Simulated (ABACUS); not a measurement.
Ni:

```
Ni
1.0
    -1.73757    0.00000    1.73757
     0.00000    1.73757    1.73757
    -1.73757    1.73757    0.00000
Ni
1
Direct
  0.00000 0.00000 0.00000
```

Base run:

- Program: ABACUS 3.10.1
- Functional: PBEsol
- Potentials or basis: SG15 ONCV 1.2 PBE
- Cutoff: 1333 eV
- Density cutoff: 5333 eV
- Basis: plane waves
- k mesh: 10 × 10 × 10
- Occupations: fermi-dirac, width 0.05 eV
- Spin: collinear spin, ferromagnetic start
- Starting moments: [1.0] μB

Its results: band gap on the k mesh none (metal or under the smearing width); pressure -1.7 GPa; net moment 0.71 μB per cell.

Problem. The run is repeated on the same cell with these changes: functional from PBEsol to SCAN; cutoff from 1333 eV to 1537 eV; density cutoff from 5333 eV to 6150 eV; k mesh from 10 × 10 × 10 to 8 × 8 × 8. What comes out?

Solution. Band gap on the k mesh none (metal or under the smearing width); pressure -2.6 GPa; net moment 0.70 μB per cell.

Several settings changed at once, so the effect can't be laid on one alone.

Caveats: some runs use coarse meshes; the potentials were made for another functional, which shifts forces and pressure.
